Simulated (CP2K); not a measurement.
Sb: single point with PBEsol

The system is Sb.

```
Sb
1.0
     3.24126    0.00000    0.00000
    -1.08042    3.05589    0.00000
    -1.08042   -1.52794    2.64648
Sb
1
Direct
  0.00000 0.00000 0.00000
```

This isn't the form of Sb at room conditions, which is rhombohedral.

| Property | Result |
| --- | --- |
| Program | CP2K 2026.2 |
| Task | single point |
| Functional | PBEsol |
| Potentials or basis | POTENTIAL_UZH Sb GTH-PBE-q5; TZVP-MOLOPT-PBE-GTH basis |
| Density cutoff | 6123 eV |
| k mesh | 10 × 10 × 10 |
| Occupations | gaussian, width 0.02 eV |
| Spin | no spin polarisation |

```json
{"Pressure": "3.4 GPa", "Band gap on the k mesh": "none (metal or under the smearing width)"}
```

Levels at points of the mesh, in eV from the Fermi level:
| k point | band 1 | band 2 | band 3 | band 4 | band 5 | band 6 |
| --- | --- | --- | --- | --- | --- | --- |
| (0.00, 0.00, 0.00) | -13.07 | 5.78 | 5.78 | 5.78 | 11.85 | 11.85 |
| (0.00, 0.00, 0.50) | -8.82 | -5.83 | 1.91 | 4.22 | 7.00 | 7.80 |
| (0.50, 0.50, 0.50) | -5.39 | -2.02 | -2.02 | -2.02 | 3.32 | 3.32 |

Run time: 11 s on 1 thread of Intel(R) Xeon(R) 6975P-C (Granite Rapids), with other jobs on the host, peak memory 0.26 GiB.

Caveat: the potentials were made for another functional, which shifts forces and pressure; the basis of atomic orbitals isn't converged, which shifts pressures, moduli and gaps. The run has no spin-orbit coupling, so splittings on Sb are missing.
